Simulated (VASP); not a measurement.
# KF (P4/mmm) in VASP: a series of runs

One crystal, KF, is run at these levels: LDA; tasks: single point.

Everything below comes from runs of VASP 6.6.1. Logs are shortened: lines on timing, memory, paths and dates and some standing lists are left out, and cuts for length are marked.

### 1 The crystal as given

The structure is tetragonal, space group P4/mmm (No. 123). Conventional cell: a = 2.847 Å, b = 2.847 Å, c = 4.270 Å, α = 90.00°, β = 90.00°, γ = 90.00°. K (site symmetry 4/mmm) is surrounded by 4 K at 2.85 Å and 8 F at 2.93 Å. Around F (site symmetry 4/mmm) lie 4 F at 2.85 Å and 8 K at 2.93 Å.

The cell comes from a database or a generator and needn't be the stable form of this composition.

### 2 Single point, LDA

File INCAR:

```
ALGO     = Normal         # electronic algorithm
EDIFF    = 1E-6           # SCF threshold, eV
ENCUT    = 520            # plane-wave cutoff, eV
ISIF     = 2              # what is computed and relaxed
ISMEAR   = 0              # smearing method
LASPH    = True           # aspherical terms in the spheres
LCHARG   = False          # write CHGCAR
LREAL    = False          # projectors in reciprocal space
LWAVE    = False          # write WAVECAR
NBANDS   = 15             # bands
NELM     = 80             # most SCF steps
PREC     = Accurate       # precision mode
SIGMA    = 0.05           # smearing width, eV
```

File KPOINTS:

```
k-points
0
Gamma
  8 8 8
```

File POSCAR:

```
KF
1.0
    2.8469594235      0.0000000000      0.0000000000
    0.0000000000      2.8469594235      0.0000000000
    0.0000000000      0.0000000000      4.2704391352
K F
1 1
Direct
    0.0000000000      0.0000000000      0.0000000000
    0.5000000000      0.5000000000      0.5000000000
```

Potentials or basis: VASP PAW LDA potentials, release 64 (K_sv, F).

Started as:

```
$ cat potpaw_LDA.64/K_sv/POTCAR potpaw_LDA.64/F/POTCAR > POTCAR
$ mpirun -np 1 vasp_std > vasp.out
```

OUTCAR:

```text
EDIFF = 1E-6
   ENCUT = 520
   ISIF = 2
   ISMEAR = 0
   LASPH = True
   LREAL = False
   NELM = 80
   PREC = Accurate

 ion  position               nearest neighbor table
   1  0.000  0.000  0.000-
   2  0.500  0.500  0.500-

  LATTYP: Found a simple tetragonal cell.
 ALAT       =     2.8469594235
 C/A-ratio  =     1.5000000000

  Lattice vectors:

 A1 = (   2.8469594235,   0.0000000000,   0.0000000000)
 A2 = (   0.0000000000,   2.8469594235,   0.0000000000)
 A3 = (   0.0000000000,   0.0000000000,   4.2704391352)

Analysis of symmetry for initial positions (statically):
=====================================================================
 Subroutine PRICEL returns:
 Original cell was already a primitive cell.

 Routine SETGRP: Setting up the symmetry group for a
 simple tetragonal supercell.

 Subroutine GETGRP returns: Found 16 space group operations
 (whereof 16 operations were pure point group operations)
 out of a pool of 16 trial point group operations.

The static configuration has the point symmetry D_4h.

Analysis of symmetry for dynamics (positions and initial velocities):
=====================================================================
 Subroutine PRICEL returns:
 Original cell was already a primitive cell.

 Routine SETGRP: Setting up the symmetry group for a
 simple tetragonal supercell.

 Subroutine GETGRP returns: Found 16 space group operations
 (whereof 16 operations were pure point group operations)
 out of a pool of 16 trial point group operations.

The dynamic configuration has the point symmetry D_4h.

 Subroutine INISYM returns: Found 16 space group operations
 (whereof 16 operations are pure point group operations),
 and found     1 'primitive' translations

----------------------------------------------------------------------------------------

                                     Primitive cell

  volume of cell :      34.6127

  direct lattice vectors                    reciprocal lattice vectors
     2.846959423  0.000000000  0.000000000     0.351251933  0.000000000  0.000000000
     0.000000000  2.846959423  0.000000000     0.000000000  0.351251933  0.000000000
     0.000000000  0.000000000  4.270439135     0.000000000  0.000000000  0.234167955

  length of vectors
     2.846959423  2.846959423  4.270439135     0.351251933  0.351251933  0.234167955

  position of ions in fractional coordinates (direct lattice)
     0.000000000  0.000000000  0.000000000
     0.500000000  0.500000000  0.500000000
[... 88 lines left out ...]
   NELECT =      16.0000    total number of electrons
   NUPDOWN=      -1.0000    fix difference up-down
   EMIN   =  10.00;   EMAX   =-10.00  energy-range for DOS
   EFERMI =   0.00;   METHOD = LEGACY
   ISMEAR =     0;   SIGMA  =   0.05  broadening in eV -4-tet -1-fermi 0-gaus
   EFERMI_NEDOS =   21; number of points for ismear=-14 and -15
   IALGO  =     38    algorithm
   IMIX   =      4    mixing-type and parameters
     AMIX     =   0.40;   BMIX     =  1.00
     AMIX_MAG =   1.60;   BMIX_MAG =  1.00
  volume/ion in A,a.u.               =      17.31       116.79
  Fermi-wavevector in a.u.,A,eV,Ry     =   1.265814  2.392041 21.800402  1.602284
  Thomas-Fermi vector in A             =   2.399047
   LORBIT       =      0    0 simple, 1 ext, 2 COOP (PROOUT), +10 PAW based schemes
   GGA     = CA    functional components
   LHFCALC =     F    Hartree Fock is set to
   AEXX    =    0.0000 exact exchange contribution
   IVDW    =     0    specifies the selected vdW correction
   LEPSILON=     F    determine dielectric tensor
   LRPA    =     F    only Hartree local field effects (RPA)
 non-spin polarized calculation
 Gauss-broadening in eV      SIGMA  =   0.05
  energy-cutoff  :      520.00
  volume of cell :       34.61
 maximum number of plane-waves:       976
 NGX is ok and might be reduce to    24

 number of electron      16.0000002 magnetization

 Free energy of the ion-electron system (eV)
  ---------------------------------------------------
  ext. energy  EPLUGINS =         0.00000000
  ---------------------------------------------------
  free energy    TOTEN  =        -7.75433275 eV

  energy without entropy =       -7.75433275  energy(sigma->0) =       -7.75433275

 E-fermi :  -0.5998     XC(G=0):  -9.7429

 val. band max:       -0.9385962916   @ k =   0.5000   0.0000   0.5000
 cond. band min:       2.5581265364   @ k =   0.0000   0.0000   0.0000
 fundamental gap:      3.4967228280
 Fermi energy:        -0.5998154442

 k-point     1 :       0.0000    0.0000    0.0000
  band No.  band energies     occupation
      1     -30.2806      2.00000
      2     -20.1716      2.00000
      3     -13.5813      2.00000
      4     -12.8211      2.00000
      5     -12.8211      2.00000
      6      -2.4555      2.00000
      7      -1.0893      2.00000
      8      -1.0893      2.00000
      9       2.5581      0.00000
     10       4.7423      0.00000
     11       5.6462      0.00000
     12      10.7785      0.00000
     13      10.7785      0.00000
     14      12.3305      0.00000
[... 401 lines left out ...]
      2     -19.9563      2.00000
      3     -14.9411      2.00000
      4     -13.1580      2.00000
      5     -12.9251      2.00000
      6      -2.9274      2.00000
      7      -2.5402      2.00000
      8      -1.1955      2.00000
      9       6.1699      0.00000
     10       6.3520      0.00000
     11       6.9927      0.00000
     12       8.5747      0.00000
     13      10.1098      0.00000
     14      10.6489      0.00000
     15      15.0023      0.00000

 [... further k-points ...]

------------------------ aborting loop because EDIFF is reached ----------------------------------------

  FORCE on cell =-STRESS in cart. coord.  units (eV):
  Direction    XX          YY          ZZ          XY          YZ          ZX
  --------------------------------------------------------------------------------------
  -------------------------------------------------------------------------------------
  Total        1.9706043      1.9706043     -7.0651752      0.0000000      0.0000000     -0.0000000
  in kB       91.2168167     91.2168167   -327.0381582      0.0000000      0.0000000     -0.0000000
  external PRESSURE =     -48.2015083 kB  Pullay stress =       0.0000000 kB

 VOLUME and BASIS-vectors are now :
 -----------------------------------------------------------------------------
  energy-cutoff  :      520.00
  volume of cell :       34.61
      direct lattice vectors                 reciprocal lattice vectors
     2.846959423  0.000000000  0.000000000     0.351251933  0.000000000  0.000000000
     0.000000000  2.846959423  0.000000000     0.000000000  0.351251933  0.000000000
     0.000000000  0.000000000  4.270439135     0.000000000  0.000000000  0.234167955

 POSITION                                       TOTAL-FORCE (eV/Angst)
 -----------------------------------------------------------------------------------
      0.00000      0.00000      0.00000         0.000000      0.000000      0.000000
      1.42348      1.42348      2.13522         0.000000      0.000000      0.000000
 -----------------------------------------------------------------------------------
    total drift:                                0.000000      0.000000     -0.000000

  FREE ENERGIE OF THE ION-ELECTRON SYSTEM (eV)
  ---------------------------------------------------
  free  energy   TOTEN  =        -7.7543327481 eV

  energy  without entropy=       -7.7543327481  energy(sigma->0) =       -7.75433275
```

Wall time 11 s (1 thread of Intel Xeon 6975P-C (Granite Rapids), shared host); peak memory 0.16 GiB.

What came out:

```
Free energy            : -7.7543 eV
Pressure               : -4.8 GPa
Band gap on the k mesh : 3.50 eV, indirect (least direct gap 3.65 eV)
```

Levels at points of the mesh, in eV from the valence-band top:
| k point | band 5 | band 6 | band 7 | band 8 | band 9 | band 10 | band 11 | band 12 |
| --- | --- | --- | --- | --- | --- | --- | --- | --- |
| (0.00, 0.00, 0.00) | -11.88 | -1.52 | -0.15 | -0.15 | 3.50 | 5.68 | 6.58 | 11.72 |
| (0.50, 0.00, 0.00) | -11.65 | -2.13 | -1.71 | -0.02 | 6.52 | 7.91 | 8.99 | 9.45 |
| (0.50, 0.50, 0.00) | -11.95 | -1.44 | -1.44 | -1.16 | 3.64 | 7.63 | 7.63 | 8.96 |
| (0.00, 0.00, 0.50) | -11.88 | -2.24 | -0.20 | -0.20 | 4.88 | 5.76 | 8.47 | 10.45 |
| (0.50, 0.00, 0.50) | -11.65 | -1.77 | -1.39 | 0.00 | 6.24 | 6.26 | 9.80 | 10.47 |
| (0.50, 0.50, 0.50) | -12.00 | -1.68 | -1.68 | -1.66 | 4.78 | 8.39 | 8.39 | 11.79 |

A k mesh can miss the band edges. LDA gaps usually lie below the measured ones, often by a third to a half.

### 3 Single point, LDA

This run uses another cell than the first one, of the same volume but with other edges.

File INCAR:

```
  ALGO = Normal
  EDIFF = 1E-6
  ENCUT = 520
  GGA = CA
  ISIF = 2
  ISMEAR = 0
  LASPH = True
  LCHARG = False
  LREAL = False
  LWAVE = False
  NBANDS = 15
  NELM = 100
  PREC = Accurate
  SIGMA = 0.05
```

KPOINTS is that of step 2.

File POSCAR:

```
KF
1.0
    2.9035449955      0.0000000000      0.0000000000
    0.0000000000      2.9035449955      0.0000000000
    0.0000000000      0.0000000000      4.1056126236
K F
1 1
Direct
    0.0000000000      0.0000000000      0.0000000000
    0.5000000000      0.5000000000      0.5000000000
```

Potentials or basis: VASP PAW LDA potentials, release 64 (K_sv, F).

Started as:

```
$ cat potpaw_LDA.64/K_sv/POTCAR potpaw_LDA.64/F/POTCAR > POTCAR
$ mpirun -np 1 vasp_std > vasp.out
```

Run time: 11 s. Hardware: 1 thread of Intel Xeon 6975P-C (Granite Rapids), shared host; peak memory 0.16 GiB.

It converged, with:

```
Free energy            : -8.0773 eV
Pressure               : -5.2 GPa
Band gap on the k mesh : 4.09 eV, indirect (least direct gap 4.22 eV)
```

Stress tensor (GPa, compression positive):
```
  6.20   0.00   0.00
  0.00   6.20   0.00
  0.00   0.00 -28.04
```

Levels at points of the mesh, in eV from the valence-band top:
| k point | band 5 | band 6 | band 7 | band 8 | band 9 | band 10 | band 11 | band 12 |
| --- | --- | --- | --- | --- | --- | --- | --- | --- |
| (0.00, 0.00, 0.00) | -11.32 | -1.27 | -0.13 | -0.13 | 4.09 | 6.36 | 6.91 | 12.16 |
| (0.50, 0.00, 0.00) | -11.11 | -1.97 | -1.48 | -0.03 | 7.13 | 8.79 | 9.42 | 9.63 |
| (0.50, 0.50, 0.00) | -11.37 | -1.30 | -1.30 | -1.00 | 4.54 | 8.33 | 8.33 | 9.05 |
| (0.00, 0.00, 0.50) | -11.31 | -2.02 | -0.20 | -0.20 | 5.66 | 6.49 | 8.86 | 11.39 |
| (0.50, 0.00, 0.50) | -11.11 | -1.56 | -1.22 | 0.00 | 6.81 | 6.94 | 10.31 | 11.10 |
| (0.50, 0.50, 0.50) | -11.46 | -1.58 | -1.58 | -1.54 | 5.81 | 9.06 | 9.06 | 12.47 |

A k mesh can miss the band edges. Expect the measured gap to be larger: semilocal functionals such as LDA lack the derivative discontinuity.

### 4 Single point, LDA

This run uses another cell than the first one, of the same volume but with other edges.

File INCAR:

```
PREC = Accurate
ENCUT = 520
EDIFF = 1E-7
ISMEAR = 0
SIGMA = 0.05
LREAL = F
LASPH = T
NELM = 80
ALGO = Normal
ISIF = 2
LWAVE = F
LCHARG = F
GGA = CA
NBANDS = 15
```

File KPOINTS:

```
regular mesh
0
Gamma
  8 8 8
```

File POSCAR:

```
KF
1.0
    2.9860511742      0.0000000000      0.0000000000
    0.0000000000      2.9860511742      0.0000000000
    0.0000000000      0.0000000000      3.8818665265
K F
1 1
Direct
    0.0000000000      0.0000000000      0.0000000000
    0.5000000000      0.5000000000      0.5000000000
```

Started as:

```
$ cat potpaw_LDA.64/K_sv/POTCAR potpaw_LDA.64/F/POTCAR > POTCAR
$ mpirun -np 1 vasp_std > vasp.out
```

Run time: 11 s. Hardware: 1 thread of Intel Xeon 6975P-C (Granite Rapids), shared host; peak memory 0.16 GiB.

Results (log left out):

```yaml
Free_energy: -8.4312 eV
Pressure: -5.5 GPa
Band_gap_on_the_k_mesh: 4.81 eV, indirect (least direct gap 4.91 eV)
```

Stress tensor (GPa, compression positive):
```
  2.63   0.00   0.00
  0.00   2.63   0.00
  0.00   0.00 -21.78
```

Levels at points of the mesh, in eV from the valence-band top:
```
           k point  band 5  band 6  band 7  band 8  band 9  band 10  band 11  band 12
(0.00, 0.00, 0.00)  -10.66   -0.95   -0.10   -0.10    4.81     7.12     7.26    12.69
(0.50, 0.00, 0.00)  -10.49   -1.76   -1.17   -0.05    7.87     9.70     9.88     9.93
(0.50, 0.50, 0.00)  -10.69   -1.11   -1.11   -0.78    5.69     9.09     9.27     9.27
(0.00, 0.00, 0.50)  -10.64   -1.76   -0.19   -0.19    6.69     7.38     9.34    12.65
(0.50, 0.00, 0.50)  -10.48   -1.28   -0.99    0.00    7.48     7.68    10.90    11.91
(0.50, 0.50, 0.50)  -10.86   -1.45   -1.45   -1.39    7.14     9.78     9.78    13.39
```
